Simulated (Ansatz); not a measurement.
# Cr: the order of phases at one pressure

Aim: bring Cr in several structures (bcc, hcp, sc, diamond, beta tin) to one pressure and rank them by enthalpy. The pressure is set by scaling the first phase. The runs shown use LAPW. Companion runs by PAW are cited.

Computed with Ansatz 0.2.0 (DFT, PBE, all-electron LAPW, scalar-relativistic, unless a step's input says otherwise).

## (1) The system as given

Symmetry: Im-3m, No. 229, cubic system. Conventional cell: a = 2.762 Å, b = 2.762 Å, c = 2.762 Å, α = 90.00°, β = 90.00°, γ = 90.00°. Cr (site symmetry m-3m) is surrounded by 8 Cr at 2.39 Å.

Structure file:

```cif
data_structure
_symmetry_space_group_name_H-M 'Im-3m'
_symmetry_Int_Tables_number 229
_cell_length_a 2.7620
_cell_length_b 2.7620
_cell_length_c 2.7620
_cell_angle_alpha 90.000
_cell_angle_beta 90.000
_cell_angle_gamma 90.000
_cell_volume 21.07
loop_
_atom_site_label
_atom_site_type_symbol
_atom_site_symmetry_multiplicity
_atom_site_Wyckoff_symbol
_atom_site_fract_x
_atom_site_fract_y
_atom_site_fract_z
_atom_site_occupancy
Cr1 Cr 2 a 0.00000 0.00000 0.00000 1
```

The file gives the conventional cell by its symmetry; the runs use the cell typed in the input.

## (2) Bcc relaxed under pressure, LAPW

Input file input.yaml:

```yaml
crystal:
  lattice:
    - [-1.3809903575, 1.3809903575, 1.3809903575]
    - [1.3809903575, -1.3809903575, 1.3809903575]
    - [1.3809903575, 1.3809903575, -1.3809903575]
  atoms:
    - { symbol: Cr, position: [0.0, 0.0, 0.0], spin: 2.0 }
magnetization:
  spin_polarized: true
kpoints:
  mp_grid: { grid: [19, 19, 19] }
scf:
  occupations: { method: fermi_dirac, width: 0.05 }
hamiltonian:
  xc: pbe
  pseudopotentials: { kind: all_electron, lapw: { basis_error: 0.0005 } }
output:
  forces: true
  stress: true
  eigenvalues: true
relax:
  f_tol: 0.005
  max_steps: 12
  cell: { p_target: 29.0, stress_tol: 0.03 }
```

Command:

```bash
> ansatz run input.yaml --threads 2 --pin off --max-ram 7168MiB --backend cpu --events-out ev --progress --plain --runs-dir out
```

After this run come: Hcp relaxed under pressure, LAPW; Sc relaxed under pressure, LAPW; Diamond relaxed under pressure, LAPW; Beta tin relaxed under pressure, LAPW.

Q: Predict the outcome of this session. Wanted: pressure; lowest (for each run or level that gives them).

The runs gave:

| quantity | value |
| --- | --- |
| pressure | 29 GPa |
| lowest (LAPW) | bcc, 457.4 meV/atom under hcp |
| lowest (PAW) | bcc, 456.1 meV/atom under hcp |

What this shows: By LAPW the order is bcc < hcp < beta tin < sc < diamond. By PAW the order is bcc < hcp < beta tin < sc < diamond. The methods agree on the lowest phase. Only these structures were tried, with electrons smeared by 0.05 eV and without vibrations, so the true ground state may be another. The k meshes differ between phases and weren't tested, which can move differences by some meV.
